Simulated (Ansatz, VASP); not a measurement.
**Al in VASP and in Ansatz**

INCAR

```
SYSTEM = Al
PREC = Accurate
ENCUT = 520
EDIFF = 1E-6
ISMEAR = 0
SIGMA = 0.1
LREAL = .FALSE.
LASPH = .TRUE.
NELM = 100
ALGO = Normal
ISIF = 2
LWAVE = .FALSE.
LCHARG = .TRUE.
GGA = PE
LELF = .TRUE.
LVHAR = .TRUE.
NBANDS = 8
```

File KPOINTS:

```
regular mesh
0
G
  10 10 10
  0 0 0
```

Contents of POSCAR:

```
Al
1.0
    0.0000000000      1.9549277334      1.9549277334
    1.9549277334      0.0000000000      1.9549277334
    1.9549277334      1.9549277334      0.0000000000
Al
1
Direct
    0.0000000000      0.0000000000      0.0000000000
```

Input for Ansatz:

```yaml
crystal:
  lattice:
    - [0.0, 1.9549277333964024, 1.9549277333964024]
    - [1.9549277333964024, 0.0, 1.9549277333964024]
    - [1.9549277333964024, 1.9549277333964024, 0.0]
  atoms:
    - { symbol: Al, position: [0.0, 0.0, 0.0] }
basis:
  ecutwfc: 500.0
kpoints:
  mp_grid:
    grid: [10, 10, 10]
hamiltonian:
  xc: pbe
  pseudopotentials:
    kind: paw
scf:
  occupations:
    method: gaussian
    width: 0.1
output:
  stress: true
```

Alike in both runs: task single point; functional PBE; k mesh 10 × 10 × 10; occupations gaussian, width 0.1 eV; no spin polarisation.

```csv
,VASP,Ansatz
version,VASP 6.6.1,Ansatz 0.2.0
potentials or method,"VASP PAW PBE potentials, release 64 (Al)","plane waves, PAW"
plane-wave cutoff (eV),520,500
valence electrons in the cell,3,3
```

```csv
,VASP,Ansatz,Ansatz less VASP
pressure (GPa),9.0,9.0,+0.03
```
